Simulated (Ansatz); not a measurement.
# HfO2: the cost of one run

Computed with Ansatz 0.2.0 (DFT PBE, scalar-relativistic, plane waves, PAW, unless a step's input says otherwise).

**1. The starting structure**

Symmetry: I4_1/amd, No. 141, tetragonal system. Conventional cell: a = 4.019 Å, b = 4.019 Å, c = 10.645 Å, α = 90.00°, β = 90.00°, γ = 90.00°. Around Hf (site symmetry -4m2) lie 6 O at 2.07 to 2.15 Å. Around O (site symmetry 2mm) lie 3 Hf at 2.07 to 2.15 Å.

Coordinates:

```
CELL_PARAMETERS angstrom
-2.00929 2.00929 5.32271
2.00929 -2.00929 5.32271
2.00929 2.00929 -5.32271
ATOMIC_POSITIONS crystal
Hf 0.00000 0.00000 0.00000
Hf 0.75000 0.25000 0.50000
O 0.79829 0.79829 0.00000
O 0.95171 0.45171 0.50000
O 0.54829 0.04829 0.50000
O 0.20171 0.20171 0.00000
```

The start is the relaxed end of an invented cell (made as: 3-, 6-connected net, the two elements on its two kinds of vertex (I4_1/amd, No. 141)), taken up again for a closer look.

**2. A first look at the guess**

Input file input.yaml:

```yaml
crystal:
  lattice:
    - [-2.0092942, 2.0092942, 5.3227094]
    - [2.0092942, -2.0092942, 5.3227094]
    - [2.0092942, 2.0092942, -5.3227094]
  atoms:
    - { symbol: Hf, position: [0.0, 0.0, 0.0] }
    - { symbol: Hf, position: [0.75, 0.25, 0.5] }
    - { symbol: O, position: [0.79829, 0.79829, 0.0] }
    - { symbol: O, position: [0.95171, 0.45171, 0.5] }
    - { symbol: O, position: [0.54829, 0.04829, 0.5] }
    - { symbol: O, position: [0.20171, 0.20171, 0.0] }
basis:
  ecutwfc: 420
kpoints:
  mp_grid: { grid: [6, 6, 6] }
hamiltonian:
  xc: pbe
scf:
  occupations: { method: gaussian, width: 0.1 }
  lower_state_search: "off"
output:
  forces: true
  stress: true
  eigenvalues: true
```

On the command line:

```console
ansatz run input.yaml --threads 4 --pin off --max-ram 8192MiB --backend cpu --events-out ev --progress --plain --runs-dir out
```

**Question.** How long does this run take on 4 threads of Arm Neoverse V1, shared host, and how much memory does it need?

About 1.9 s, with a peak of 0.44 GiB.
